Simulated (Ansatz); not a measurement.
Crystal: PtS2.

```
CELL_PARAMETERS angstrom
3.54320 0.00000 0.00000
-1.77160 3.06850 0.00000
0.00000 0.00000 5.03880
ATOMIC_POSITIONS crystal
Pt 0.00000 0.00000 0.00000
S 0.66667 0.33333 0.77300
S 0.33333 0.66667 0.22700
```

Base run:

```yaml
Program: Ansatz 0.2.0
Functional: r2SCAN0
Potentials_or_basis: Ansatz PAW
Cutoff: "500 eV (not typed: the program's choice for these potentials)"
k_mesh: 5 × 5 × 3
Occupations: fermi-dirac, width 0.05 eV
Spin: no spin polarisation
```

Its results: band gap on the k mesh 2.69 eV, indirect (least direct gap 2.98 eV); pressure 5.7 GPa; largest force 0.897 eV/Å.

Q: The run is repeated on the same cell with these changes: functional from r2SCAN0 to PBEsol0; cutoff from 500 eV (not typed: the program's choice for these potentials) to 420 eV (not typed: the program's choice for these potentials). What comes out?

A: Band gap on the k mesh 2.53 eV, indirect (least direct gap 2.80 eV); pressure 3.4 GPa; largest force 0.714 eV/Å.

Caveats: the k mesh misses the band edges, so the gap on the mesh is wider than the one along the path; spin-orbit coupling is left out, which moves the levels of the heavy elements; the PAW data sets come from PBE, with cores solved anew for the run's functional, which leaves a small shift of forces and pressure; the thresholds are loose for stress.
